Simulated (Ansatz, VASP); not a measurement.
## One calculation of NbAs, two programs

```xyz
2
Lattice="0.0000 2.6199 2.6199 2.6199 0.0000 2.6199 2.6199 2.6199 0.0000" Properties=species:S:1:pos:R:3 pbc="T T T"
Nb    0.0000    0.0000    0.0000
As    2.6199    2.6199    2.6199
```

Change from the starting cell: volume scaled by 0.98.

Alike in both runs: task single point; functional PBE; k mesh 11 × 11 × 11; occupations fermi-dirac, width 0.05 eV; no spin polarisation.

|  | VASP | Ansatz |
| --- | --- | --- |
| version | VASP 6.6.1 | Ansatz 0.2.0 |
| potentials or method | VASP PAW PBE potentials, release 64 (Nb_sv, As), cutoff 520 eV | all-electron LAPW, scalar-relativistic |

|  | VASP | Ansatz | Ansatz less VASP |
| --- | --- | --- | --- |
| pressure (GPa) | 3.1 | 3.0 | -0.06 |

Ansatz ran all-electron here, so the differences hold the error of VASP's frozen core and of both bases.
